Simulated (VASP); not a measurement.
# BeTe in VASP: one cell, several levels of theory, part 2 of 2

VASP 6.6.1, plane waves, PAW. The steps go on from the part before.

**3. Single point with r2SCAN**

INCAR reads:

```
ENCUT = 520.000000
SIGMA = 0.010000
EDIFF = 1.00e-07
ALGO = Normal
METAGGA = R2SCAN
PREC = Accurate
IBRION = -1
ISIF = 2
ISMEAR = 0
NBANDS = 11
NELM = 120
NSW = 0
LASPH = .TRUE.
LCHARG = .FALSE.
LWAVE = .FALSE.
LREAL = .FALSE.
```

KPOINTS reads:

```
KPOINTS created by Atomic Simulation Environment
0
Gamma
8 8 8
0 0 0
```

KPOINTS_OPT reads:

```
special points
7
Reciprocal
0.0000000000 0.0000000000 0.0000000000 1
-0.5000000000 -0.5000000000 0.0000000000 1
-0.3750000000 -0.3750000000 0.2500000000 1
-0.3750000000 0.0000000000 0.3750000000 1
0.0000000000 0.0000000000 0.5000000000 1
-0.5000000000 -0.2500000000 0.2500000000 1
0.0000000000 0.5000000000 0.5000000000 1
```

POSCAR reads:

```
Be Te
 1.0000000000000000
    -0.0000000000000000    2.8286236223570662    2.8286236223570662
     2.8286236223570662    0.0000000000000000    2.8286236223570662
     2.8286236223570662    2.8286236223570662    0.0000000000000000
 Be  Te
   1   1
Cartesian
  0.0000000000000000  0.0000000000000000  0.0000000000000000
  1.4143118111785331  1.4143118111785331  1.4143118111785331
```

Launch:

```sh
$ mpirun -np 1 vasp_std
```

Standard output, without the iteration lines:

```text
POSCAR found type information on POSCAR BeTe
 POSCAR found :  2 types and       2 ions
 -----------------------------------------------------------------------------
|                                                                             |
|                                                                             |
|     You enforced a specific xc type in the INCAR file but a different       |
|     I HOPE YOU KNOW WHAT YOU ARE DOING!                                     |
|                                                                             |
 -----------------------------------------------------------------------------

 LDA part: xc-table for (None), standard interpolation
 POSCAR, INCAR and KPOINTS ok, starting setup
 FFT: planning ... GRIDC
 FFT: planning ... GRID_SOFT
 FFT: planning ... GRID
 WAVECAR not read
 entering main loop
 Start KPOINTS_OPT (optional k-point list driver)
k-point batch [1-7\7]
```

OSZICAR:

```text
N       E                     dE             d eps       ncg     rms          rms(c)
DAV:   1    -0.332285232608E+01   -0.33229E+01   -0.33031E+03   638   0.595E+02
DAV:   2    -0.305302692225E+02   -0.27207E+02   -0.25339E+02   844   0.942E+01
DAV:   3    -0.317751380392E+02   -0.12449E+01   -0.12415E+01   834   0.213E+01
DAV:   4    -0.317868557244E+02   -0.11718E-01   -0.11716E-01   736   0.238E+00
DAV:   5    -0.317870647860E+02   -0.20906E-03   -0.20906E-03   819   0.322E-01    0.456E+00
DAV:   6    -0.306826492630E+02    0.11044E+01   -0.16960E-01   662   0.265E+00    0.326E+00
DAV:   7    -0.306858615616E+02   -0.32123E-02   -0.14137E-01   740   0.209E+00    0.374E-01
DAV:   8    -0.306842811060E+02    0.15805E-02   -0.74063E-03   737   0.429E-01    0.386E-01
DAV:   9    -0.306848449485E+02   -0.56384E-03   -0.81314E-04   740   0.197E-01    0.163E-01
DAV:  10    -0.306849100148E+02   -0.65066E-04   -0.13114E-04   784   0.681E-02    0.338E-02
DAV:  11    -0.306849136907E+02   -0.36759E-05   -0.11435E-05   775   0.272E-02    0.204E-02
DAV:  12    -0.306849144927E+02   -0.80201E-06   -0.54515E-07   715   0.518E-03    0.190E-03
DAV:  13    -0.306849146544E+02   -0.16169E-06   -0.25306E-07   745   0.247E-03    0.669E-04
DAV:  14    -0.306849146539E+02    0.57457E-09   -0.59488E-09   358   0.549E-04
   1 F= -.30684915E+02 E0= -.30684915E+02  d E =-.151658E-15
       N       E                     dE             ncg
DAV:   1     0.598962627683E+03   -0.14345E+04      154
DAV:   2     0.406793524538E+03   -0.19217E+03      183
DAV:   3     0.399027334253E+03   -0.77662E+01      217
DAV:   4     0.398946860773E+03   -0.80473E-01      190
DAV:   5     0.398945015498E+03   -0.18453E-02      208
DAV:   6     0.398944967965E+03   -0.47534E-04      184
DAV:   7     0.398944966138E+03   -0.18270E-05      216
DAV:   8     0.398944966065E+03   -0.72363E-07      184
```

Parts of OUTCAR:

```text
k-points           NKPTS =     29   k-points in BZ     NKDIM =     29   number of bands    NBANDS=     11

   NELECT =       8.0000    total number of electrons

   dimension x,y,z NGX =    30 NGY =   30 NGZ =   30
   dimension x,y,z NGXF=    60 NGYF=   60 NGZF=   60

  energy-cutoff  :      520.00
  volume of cell :       45.26
      direct lattice vectors                 reciprocal lattice vectors
     0.000000000  2.828623622  2.828623622    -0.176764415  0.176764415  0.176764415
     2.828623622  0.000000000  2.828623622     0.176764415 -0.176764415  0.176764415
     2.828623622  2.828623622  0.000000000     0.176764415  0.176764415 -0.176764415

 k-points in reciprocal lattice and weights: KPOINTS created by Atomic Simulation Env
   0.00000000  0.00000000  0.00000000       0.002
   0.12500000  0.00000000  0.00000000       0.016
   0.25000000  0.00000000  0.00000000       0.016
   0.37500000  0.00000000  0.00000000       0.016
   0.50000000  0.00000000  0.00000000       0.008
   0.12500000  0.12500000  0.00000000       0.012
   0.25000000  0.12500000  0.00000000       0.047
   0.37500000  0.12500000  0.00000000       0.047
[... 21 more k-points ...]

 E-fermi :   4.8378

 k-point     1 :       0.0000    0.0000    0.0000
  band No.  band energies     occupation
      1      -7.9087      2.00000
      2       4.7868      2.00000
      3       4.7868      2.00000
      4       4.7868      2.00000
      5       8.8160      0.00000
      6       8.8160      0.00000
      7       8.8160      0.00000
      8       9.1911      0.00000
      9      13.8005      0.00000
     10      15.5065      0.00000
     11      15.5065      0.00000

 k-point     2 :       0.1250    0.0000    0.0000
  band No.  band energies     occupation
      1      -7.7542      2.00000
      2       3.4764      2.00000
      3       4.5529      2.00000
      4       4.5529      2.00000
      5       8.7964      0.00000
      6       9.1667      0.00000
      7       9.1667      0.00000
      8      10.4237      0.00000
      9      14.2618      0.00000
     10      14.6275      0.00000
     11      14.6275      0.00000

 k-point     3 :       0.2500    0.0000    0.0000
  band No.  band energies     occupation
      1      -7.3280      2.00000
      2       1.4173      2.00000
      3       4.1089      2.00000
      4       4.1089      2.00000
      5       8.5581      0.00000
      6       9.7121      0.00000
      7       9.7121      0.00000
      8      12.4303      0.00000
      9      14.3599      0.00000
     10      14.3599      0.00000
     11      14.5657      0.00000

 k-point     4 :       0.3750    0.0000    0.0000
  band No.  band energies     occupation
      1      -6.7849      2.00000
      2      -0.2260      2.00000
      3       3.7629      2.00000
      4       3.7629      2.00000
      5       8.3681      0.00000
      6       9.8442      0.00000
      7       9.8442      0.00000
      8      13.3044      0.00000
      9      15.2778      0.00000
     10      15.4744      0.00000
     11      15.4744      0.00000

 k-point     5 :       0.5000    0.0000    0.0000
  band No.  band energies     occupation
      1      -6.5010      2.00000
      2      -0.8891      2.00000
      3       3.6380      2.00000
      4       3.6380      2.00000
      5       8.3005      0.00000
      6       9.8093      0.00000
      7       9.8093      0.00000
      8      13.2601      0.00000
      9      16.4959      0.00000
     10      17.0171      0.00000
     11      17.0171      0.00000

 k-point     6 :       0.1250    0.1250    0.0000
  band No.  band energies     occupation
      1      -7.7025      2.00000
      2       3.6966      2.00000
      3       4.1291      2.00000
      4       4.1291      2.00000
      5       8.4350      0.00000
      6       9.7956      0.00000
      7       9.7956      0.00000
      8      10.1504      0.00000
      9      13.4696      0.00000
     10      14.6489      0.00000
     11      15.7638      0.00000

 k-point     7 :       0.2500    0.1250    0.0000
  band No.  band energies     occupation
      1      -7.3647      2.00000
      2       2.0288      2.00000
      3       3.6357      2.00000
      4       3.8058      2.00000
      5       8.5531      0.00000
      6       9.8025      0.00000
      7      10.5651      0.00000
      8      11.1035      0.00000
      9      13.8108      0.00000
     10      15.3580      0.00000
     11      15.5557      0.00000

 k-point     8 :       0.3750    0.1250    0.0000
  band No.  band energies     occupation
      1      -6.8472      2.00000
      2       0.3183      2.00000
      3       3.3003      2.00000
      4       3.3403      2.00000
      5       8.7301      0.00000
      6       9.8922      0.00000
      7      10.7472      0.00000
      8      11.8013      0.00000
      9      15.2270      0.00000
     10      15.6946      0.00000
     11      16.2956      0.00000

 k-point     9 :       0.5000    0.1250    0.0000
  band No.  band energies     occupation
      1      -6.4414      2.00000
      2      -0.6694      2.00000
      3       2.8802      2.00000
      4       3.3306      2.00000
      5       8.7586      0.00000
      6       9.8847      0.00000
      7      10.4939      0.00000
      8      13.2258      0.00000
      9      15.1447      0.00000
     10      16.9879      0.00000
     11      17.0465      0.00000

 k-point    10 :      -0.3750    0.1250    0.0000
  band No.  band energies     occupation
      1      -6.5392      2.00000
      2      -0.4481      2.00000
      3       2.7132      2.00000
      4       3.6013      2.00000
      5       8.9029      0.00000
      6       9.9974      0.00000
      7      10.2191      0.00000
      8      13.4642      0.00000
      9      15.0049      0.00000
     10      15.2766      0.00000
     11      17.0921      0.00000

 k-point    11 :      -0.2500    0.1250    0.0000
  band No.  band energies     occupation
      1      -7.0307      2.00000
      2       0.8387      2.00000
      3       2.8770      2.00000
      4       4.0686      2.00000
      5       9.1236      0.00000
      6       9.8567      0.00000
      7      10.1725      0.00000
      8      12.1759      0.00000
      9      13.6356      0.00000
     10      15.3320      0.00000
     11      16.4848      0.00000

[... the tables of k-points 12 to 29 left out ...]

  Total        0.0486664      0.0486664      0.0486664      0.0000000      0.0000000     -0.0000000
  in kB        1.7225993      1.7225993      1.7225993      0.0000000      0.0000000     -0.0000000
  external PRESSURE =       1.7225993 kB  Pullay stress =       0.0000000 kB

 POSITION                                       TOTAL-FORCE (eV/Angst)
 -----------------------------------------------------------------------------------
      0.00000      0.00000      0.00000        -0.000000     -0.000000     -0.000000
      1.41431      1.41431      1.41431         0.000000      0.000000      0.000000
 -----------------------------------------------------------------------------------
    total drift:                                0.000000      0.000000      0.000000

  FREE ENERGIE OF THE ION-ELECTRON SYSTEM (eV)
  ---------------------------------------------------
  free  energy   TOTEN  =       -30.6849146539 eV

  energy  without entropy=      -30.6849146539  energy(sigma->0) =      -30.68491465
```

Hardware: 1 MPI rank of Intel Xeon Platinum 8488C, shared host.

The levels at the points of KPOINTS_OPT are read from vasprun.xml.

Levels at the named points, in eV from the top of band v (v: the last filled band by count, c: the next):

```csv
point,v−1,v,c,c+1
Γ,0.00,0.00,4.03,4.03
X,-2.69,-2.69,2.37,3.01
U,-3.93,-2.27,3.09,5.73
K,-3.93,-2.27,3.09,5.73
L,-1.15,-1.15,3.51,5.02
W,-3.75,-3.24,5.67,6.08
```

Gap with r2SCAN: 2.37 eV, valence top at Γ, conduction bottom at X. Least direct gap: 4.03 eV. The pressure is 0.17 GPa; the forces vanish within 0.01 eV/Å.

**4. Results**

This closing draws on all 2 parts.

| level | gap (eV) | pressure (GPa) | Ansatz: gap (eV) | Ansatz: pressure (GPa) |
| --- | --- | --- | --- | --- |
| PBE | 2.01 | 0.34 | 2.02 | 0.20 |
| r2SCAN | 2.37 | 0.17 | 2.38 | 0.00 |

What this shows: The gap runs from 2.01 eV (PBE) to 2.37 eV (r2SCAN). Spin-orbit coupling is left out, though the cell holds Te (Z = 52); in an element this heavy it can shift bands and gaps by tenths of an eV. The two programs agree on the gap within 0.02 eV, far less than the spread between functionals. The two codes have different PAW datasets and cutoffs. VASP's cell holds 8 valence electrons and Ansatz's 18.
